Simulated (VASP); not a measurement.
# TePb (Fm-3m) in VASP: notebook

The runs below take TePb through single point, relaxation of cell and atoms, with PBE.

Everything below comes from runs of VASP 6.6.1. Logs are shortened: lines on timing, memory, paths and dates and some standing lists are left out, and cuts for length are marked.

**Experimental background.**

A printed reference work, monograph reports, for a bulk crystal of TePb at 4.2 K: band gap 0.19 eV (direct).

The results are compared with them further down.

## (1) The cell of the first run

It takes space group Fm-3m (No. 225, cubic). The conventional cell has a = 6.569 Å, b = 6.569 Å, c = 6.569 Å, α = 90.00°, β = 90.00°, γ = 90.00°. Te (site symmetry m-3m) has 6 Pb at 3.28 Å within 4.3 Å. Within 4.3 Å of Pb (site symmetry m-3m) lie 6 Te at 3.28 Å.

## (2) Single point, PBE

INCAR

```
SYSTEM = TePb
ALGO = Normal ; EDIFF = 1E-6
ENCUT = 520 ; GGA = PE
ISIF = 2 ; ISMEAR = 0
LASPH = .True. ; LCHARG = .False.
LREAL = .False. ; LWAVE = .False.
NBANDS = 17 ; NELM = 60
PREC = Accurate ; SIGMA = 0.01
```

KPOINTS

```
k-points
0
Gamma
  10 10 10
  0 0 0
```

POSCAR

```
TePb
1.0
    0.0000000000      3.2846614611      3.2846614611
    3.2846614611      0.0000000000      3.2846614611
    3.2846614611      3.2846614611      0.0000000000
Te Pb
1 1
Direct
    0.5000000000      0.5000000000      0.5000000000
    0.0000000000      0.0000000000      0.0000000000
```

Potentials or basis: VASP PAW PBE potentials, release 64 (Te, Pb_d).

Started as:

```bash
$ cat potpaw_PBE.64/Te/POTCAR potpaw_PBE.64/Pb_d/POTCAR > POTCAR
$ mpirun -np 1 vasp_std > vasp.out
```

OUTCAR:

```text
SYSTEM = TePb
   EDIFF = 1E-6
   ENCUT = 520
   GGA = PE
   ISIF = 2
   ISMEAR = 0
   LASPH = .True.
   LREAL = .False.
   NELM = 60
   PREC = Accurate

 ion  position               nearest neighbor table
   1  0.500  0.500  0.500-   2 3.28   2 3.28   2 3.28   2 3.28   2 3.28   2 3.28
   2  0.000  0.000  0.000-   1 3.28   1 3.28   1 3.28   1 3.28   1 3.28   1 3.28

  LATTYP: Found a face centered cubic cell.
 ALAT       =     6.5693229222

  Lattice vectors:

 A1 = (   0.0000000000,   3.2846614611,   3.2846614611)
 A2 = (   3.2846614611,   0.0000000000,   3.2846614611)
 A3 = (   3.2846614611,   3.2846614611,   0.0000000000)

Analysis of symmetry for initial positions (statically):
=====================================================================
 Subroutine PRICEL returns:
 Original cell was already a primitive cell.

 Routine SETGRP: Setting up the symmetry group for a
 face centered cubic supercell.

 Subroutine GETGRP returns: Found 48 space group operations
 (whereof 48 operations were pure point group operations)
 out of a pool of 48 trial point group operations.

The static configuration has the point symmetry O_h .

Analysis of symmetry for dynamics (positions and initial velocities):
=====================================================================
 Subroutine PRICEL returns:
 Original cell was already a primitive cell.

 Routine SETGRP: Setting up the symmetry group for a
 face centered cubic supercell.

 Subroutine GETGRP returns: Found 48 space group operations
 (whereof 48 operations were pure point group operations)
 out of a pool of 48 trial point group operations.

The dynamic configuration has the point symmetry O_h .

 Subroutine INISYM returns: Found 48 space group operations
 (whereof 48 operations are pure point group operations),
 and found     1 'primitive' translations

----------------------------------------------------------------------------------------

                                     Primitive cell

  volume of cell :      70.8764

  direct lattice vectors                    reciprocal lattice vectors
     0.000000000  3.284661461  3.284661461    -0.152222689  0.152222689  0.152222689
     3.284661461  0.000000000  3.284661461     0.152222689 -0.152222689  0.152222689
     3.284661461  3.284661461  0.000000000     0.152222689  0.152222689 -0.152222689

  length of vectors
     4.645212786  4.645212786  4.645212786     0.263657431  0.263657431  0.263657431

  position of ions in fractional coordinates (direct lattice)
     0.500000000  0.500000000  0.500000000
     0.000000000  0.000000000  0.000000000

  ion indices of the primitive-cell ions
   primitive index   ion index
                 1           1
                 2           2

----------------------------------------------------------------------------------------

 KPOINTS: k-points

Automatic generation of k-mesh.
 Grid dimensions read from file:
 generate k-points for:   10   10   10

 Generating k-lattice:

  Cartesian coordinates                     Fractional coordinates (reciprocal lattice)
    -0.015222269  0.015222269  0.015222269     0.100000000  0.000000000  0.000000000
     0.015222269 -0.015222269  0.015222269     0.000000000  0.100000000  0.000000000
     0.015222269  0.015222269 -0.015222269     0.000000000  0.000000000  0.100000000

  Length of vectors
     0.026365743  0.026365743  0.026365743

  Shift w.r.t. Gamma in fractional coordinates (k-lattice)
     0.000000000  0.000000000  0.000000000

 Subroutine IBZKPT returns following result:
 ===========================================

 Found     47 irreducible k-points:

 Following reciprocal coordinates:
            Coordinates               Weight
  0.000000  0.000000  0.000000      1.000000
  0.100000  0.000000  0.000000      8.000000
  0.200000  0.000000  0.000000      8.000000
  0.300000  0.000000  0.000000      8.000000
  0.400000  0.000000  0.000000      8.000000
  0.500000  0.000000  0.000000      4.000000
[... 16 lines left out ...]
  0.300000  0.300000  0.000000      6.000000
  0.400000  0.300000  0.000000     24.000000
 [... further k-points ...]
   k-points           NKPTS =     47   k-points in BZ     NKDIM =     47   number of bands    NBANDS=     17
   number of dos      NEDOS =    301   number of ions     NIONS =      2
   total plane-waves  NPLWV =  46656
   dimension x,y,z NGX =    36 NGY =   36 NGZ =   36
   dimension x,y,z NGXF=    72 NGYF=   72 NGZF=   72
   ions per type =               1   1
   NGX,Y,Z   is equivalent  to a cutoff of  12.88, 12.88, 12.88 a.u.
   NGXF,Y,Z  is equivalent  to a cutoff of  25.77, 25.77, 25.77 a.u.
 SYSTEM =  TePb
   PREC   = accura    normal or accurate (medium, high low for compatibility)
   ISTART =      0    job   : 0-new  1-cont  2-samecut
   ICHARG =      2    charge: 1-file 2-atom 10-const
   ISPIN  =      1    spin polarized calculation?
   LNONCOLLINEAR =      F non collinear calculations
   LSORBIT =      F    spin-orbit coupling
   LASPH  =      T    aspherical Exc in radial PAW
   ENCUT  =  520.0 eV  38.22 Ry    6.18 a.u.   8.64  8.64  8.64*2*pi/ulx,y,z
   NELM   =     60;   NELMIN=  2; NELMDL= -5     # of ELM steps
   EDIFF  = 0.1E-05   stopping-criterion for ELM
   LREAL  =      F    real-space projection
[... 7 lines left out ...]
   TEBEG  =    0.0;   TEEND  =   0.0 temperature during run
   PSTRESS=    0.0 pullay stress
   NELECT =      20.0000    total number of electrons
   NUPDOWN=      -1.0000    fix difference up-down
   EMIN   =  10.00;   EMAX   =-10.00  energy-range for DOS
   EFERMI =   0.00;   METHOD = LEGACY
   ISMEAR =     0;   SIGMA  =   0.01  broadening in eV -4-tet -1-fermi 0-gaus
   EFERMI_NEDOS =   21; number of points for ismear=-14 and -15
   IALGO  =     38    algorithm
   IMIX   =      4    mixing-type and parameters
     AMIX     =   0.40;   BMIX     =  1.00
     AMIX_MAG =   1.60;   BMIX_MAG =  1.00
  volume/ion in A,a.u.               =      35.44       239.15
  Fermi-wavevector in a.u.,A,eV,Ry     =   1.073786  2.029160 15.687727  1.153015
  Thomas-Fermi vector in A             =   2.209595
   LORBIT       =      0    0 simple, 1 ext, 2 COOP (PROOUT), +10 PAW based schemes
   GGA     = PE    functional components
   LHFCALC =     F    Hartree Fock is set to
   AEXX    =    0.0000 exact exchange contribution
   IVDW    =     0    specifies the selected vdW correction
   LEPSILON=     F    determine dielectric tensor
   LRPA    =     F    only Hartree local field effects (RPA)
 non-spin polarized calculation
 Gauss-broadening in eV      SIGMA  =   0.01
  energy-cutoff  :      520.00
  volume of cell :       70.88
 maximum number of plane-waves:      1924
   NGX = 17   NGY = 17   NGZ = 17

 number of electron      19.9999999 magnetization

 Free energy of the ion-electron system (eV)
  ---------------------------------------------------
  ext. energy  EPLUGINS =         0.00000000
  ---------------------------------------------------
  free energy    TOTEN  =        -7.52305206 eV

  energy without entropy =       -7.52305206  energy(sigma->0) =       -7.52305206

 E-fermi :   5.0343     XC(G=0):  -9.0794

 val. band max:        4.9945067994   @ k =   0.5000   0.0000   0.0000
 cond. band min:       5.8271688141   @ k =   0.5000   0.0000   0.0000
 fundamental gap:      0.8326620147
 Fermi energy:         5.0342713489

 k-point     1 :       0.0000    0.0000    0.0000
  band No.  band energies     occupation
      1     -11.6468      2.00000
      2     -11.6468      2.00000
      3     -11.6411      2.00000
      4     -11.6411      2.00000
      5     -11.6411      2.00000
      6      -6.6194      2.00000
[... 9 lines left out ...]
     16      10.9096      0.00000
     17      12.4252      0.00000

 k-point     2 :       0.1000    0.0000    0.0000
  band No.  band energies     occupation
      1     -11.6476      2.00000
      2     -11.6476      2.00000
      3     -11.6409      2.00000
      4     -11.6400      2.00000
      5     -11.6400      2.00000
      6      -6.5394      2.00000
[... 9 lines left out ...]
     16      11.0924      0.00000
     17      13.0379      0.00000

 k-point     3 :       0.2000    0.0000    0.0000
  band No.  band energies     occupation
      1     -11.6505      2.00000
      2     -11.6505      2.00000
      3     -11.6403      2.00000
      4     -11.6365      2.00000
      5     -11.6365      2.00000
      6      -6.3057      2.00000
[... 9 lines left out ...]
     16      11.5988      0.00000
     17      14.3556      0.00000

 k-point     4 :       0.3000    0.0000    0.0000
  band No.  band energies     occupation
      1     -11.6542      2.00000
      2     -11.6542      2.00000
      3     -11.6396      2.00000
      4     -11.6320      2.00000
      5     -11.6320      2.00000
      6      -5.9440      2.00000
[... 9 lines left out ...]
     16      12.3914      0.00000
     17      15.6437      0.00000

 k-point     5 :       0.4000    0.0000    0.0000
  band No.  band energies     occupation
      1     -11.6573      2.00000
      2     -11.6573      2.00000
      3     -11.6390      2.00000
      4     -11.6283      2.00000
      5     -11.6283      2.00000
      6      -5.5329      2.00000
[... 9 lines left out ...]
     16      13.4164      0.00000
     17      15.2220      0.00000

 k-point     6 :       0.5000    0.0000    0.0000
  band No.  band energies     occupation
      1     -11.6585      2.00000
      2     -11.6585      2.00000
      3     -11.6388      2.00000
      4     -11.6268      2.00000
      5     -11.6268      2.00000
      6      -5.3113      2.00000
[... 9 lines left out ...]
     16      14.2574      0.00000
     17      14.2574      0.00000
[... 281 lines left out ...]
 k-point    21 :      -0.3000    0.2000    0.0000
  band No.  band energies     occupation
      1     -11.6612      2.00000
      2     -11.6552      2.00000
      3     -11.6361      2.00000
      4     -11.6304      2.00000
      5     -11.6299      2.00000
      6      -5.4606      2.00000
[... 9 lines left out ...]
     16      13.6626      0.00000
     17      14.6889      0.00000

 k-point    22 :      -0.2000    0.2000    0.0000
  band No.  band energies     occupation
      1     -11.6553      2.00000
      2     -11.6550      2.00000
      3     -11.6384      2.00000
      4     -11.6336      2.00000
      5     -11.6307      2.00000
      6      -5.8294      2.00000
[... 9 lines left out ...]
     16      13.5917      0.00000
     17      14.1343      0.00000

 k-point    23 :       0.3000    0.3000    0.0000
  band No.  band energies     occupation
      1     -11.6741      2.00000
      2     -11.6463      2.00000
      3     -11.6408      2.00000
      4     -11.6277      2.00000
      5     -11.6277      2.00000
      6      -5.7536      2.00000
[... 9 lines left out ...]
     16      13.8857      0.00000
     17      14.2740      0.00000

 k-point    24 :       0.4000    0.3000    0.0000
  band No.  band energies     occupation
      1     -11.6800      2.00000
      2     -11.6462      2.00000
      3     -11.6413      2.00000
      4     -11.6254      2.00000
      5     -11.6245      2.00000
      6      -5.4777      2.00000
[... 9 lines left out ...]
     16      14.5943      0.00000
     17      15.1283      0.00000

 [... further k-points ...]
[... 5 lines left out ...]
  --------------------------------------------------------------------------------------
  -------------------------------------------------------------------------------------
  Total       -0.0248049     -0.0248049     -0.0248049      0.0000000      0.0000000      0.0000000
  in kB       -0.5607208     -0.5607208     -0.5607208      0.0000000      0.0000000      0.0000000
  external PRESSURE =      -0.5607208 kB  Pullay stress =       0.0000000 kB

 VOLUME and BASIS-vectors are now :
 -----------------------------------------------------------------------------
  energy-cutoff  :      520.00
  volume of cell :       70.88
      direct lattice vectors                 reciprocal lattice vectors
     0.000000000  3.284661461  3.284661461    -0.152222689  0.152222689  0.152222689
     3.284661461  0.000000000  3.284661461     0.152222689 -0.152222689  0.152222689
     3.284661461  3.284661461  0.000000000     0.152222689  0.152222689 -0.152222689

 POSITION                                       TOTAL-FORCE (eV/Angst)
 -----------------------------------------------------------------------------------
      3.28466      3.28466      3.28466         0.000000      0.000000      0.000000
      0.00000      0.00000      0.00000        -0.000000     -0.000000     -0.000000
 -----------------------------------------------------------------------------------
    total drift:                               -0.000000      0.000000      0.000000

  FREE ENERGIE OF THE ION-ELECTRON SYSTEM (eV)
  ---------------------------------------------------
  free  energy   TOTEN  =        -7.5230520579 eV

  energy  without entropy=       -7.5230520579  energy(sigma->0) =       -7.52305206
```

Wall time 54 s (1 thread of Intel Xeon Platinum 8259CL at 2.50GHz (Skylake/Cascade Lake), shared host); peak memory 0.23 GiB.

Results:

| Item | Value |
| --- | --- |
| Free energy | -7.5231 eV |
| Pressure | -0.1 GPa |
| Band gap on the k mesh | 0.83 eV, direct |

Levels at points of the mesh, in eV from the valence-band top:
```
           k point  band 7  band 8  band 9  band 10  band 11  band 12  band 13  band 14
(0.00, 0.00, 0.00)   -5.71   -1.16   -1.16    -1.16     4.03     4.03     4.03     5.92
(0.50, 0.00, 0.00)   -8.33   -0.73   -0.73     0.00     0.83     1.40     1.40     8.34
(0.50, 0.50, 0.00)   -7.21   -4.11   -2.51    -2.51     3.51     5.30     5.30     6.43
```

Caveat: spin-orbit coupling is left out, which moves the levels of the heavy elements.

## (3) Relaxation of cell and atoms, PBE

This run uses another cell than the first one, of 33.73 Å³/atom, 0.952 times its volume.

INCAR

```
SYSTEM = TePb
PREC = Accurate ; ENCUT = 600
EDIFF = 1E-6 ; ISMEAR = 0
SIGMA = 0.01 ; LREAL = .False.
LASPH = .True. ; NELM = 100
ALGO = Normal ; ISIF = 3
LWAVE = .False. ; LCHARG = .False.
GGA = PE ; IBRION = 2
NSW = 80 ; EDIFFG = -0.001
```

KPOINTS

```
regular mesh
0
Gamma
  10 10 10
  0 0 0
```

POSCAR

```
TePb
1.0
    0.0000000000      3.2310000000      3.2310000000
    3.2310000000      0.0000000000      3.2310000000
    3.2310000000      3.2310000000      0.0000000000
Te Pb
1 1
Direct
    0.5000000000      0.5000000000      0.5000000000
    0.0000000000      0.0000000000      0.0000000000
```

Potentials or basis: VASP PAW PBE potentials, release 64 (Te, Pb_d).

Started as:

```bash
$ cat potpaw_PBE.64/Te/POTCAR potpaw_PBE.64/Pb_d/POTCAR > POTCAR
$ mpirun -np 1 vasp_std > vasp.out
```

It took 2.2 min on 1 thread of Intel Xeon Platinum 8259CL at 2.50GHz (Skylake/Cascade Lake), shared host; peak memory 0.28 GiB.

The run converged. Its results:

```
Free energy                            : -7.5227 eV
Relaxed volume                         : 35.42 Å³/atom
Relaxed cell                           : a = 4.644 Å, b = 4.644 Å, c = 4.644 Å, α = 60.00°, β = 60.00°, γ = 60.00°
Space group after relaxing (to 0.05 Å) : Fm-3m (No. 225)
Energy gained by relaxing              : 10.6 meV/atom
Ionic steps                            : 3
Pressure after relaxing                : 0.0 GPa
Band gap on the k mesh                 : 0.83 eV, direct
```

Step by step:
```csv
step,energy change (eV),largest force (eV/Å),pressure (GPa),volume (Å³)
1,0.0000,0.0000,2.09,67.46
2,-0.0195,0.0000,-0.55,71.86
3,-0.0213,0.0000,0.00,70.83
```

Final structure:
```
Te Pb
1.0
     0.00000    3.28400    3.28400
     3.28400    0.00000    3.28400
     3.28400    3.28400    0.00000
Te Pb
1 1
Direct
  0.50000 0.50000 0.50000
  0.00000 0.00000 0.00000
```

Levels at points of the mesh, in eV from the valence-band top:
```csv
k point,band 7,band 8,band 9,band 10,band 11,band 12,band 13,band 14
"(0.00, 0.00, 0.00)",-5.71,-1.16,-1.16,-1.16,4.03,4.03,4.03,5.91
"(0.50, 0.00, 0.00)",-8.34,-0.73,-0.73,0.00,0.83,1.39,1.39,8.34
"(0.50, 0.50, 0.00)",-7.22,-4.11,-2.52,-2.52,3.51,5.31,5.31,6.44
```

Caveat: spin-orbit coupling is left out, which moves the levels of the heavy elements.

## (4) How close it comes

Step 2. Measured gap of TePb: 0.19 eV (direct; 4.2 K; a printed reference work, monograph). This calculation gives 0.83 eV (+0.64 eV). Spin-orbit coupling on Pb, Te is left out. The value is that of PBE on a finite k mesh, which can miss the band edges, without temperature or zero-point motion.
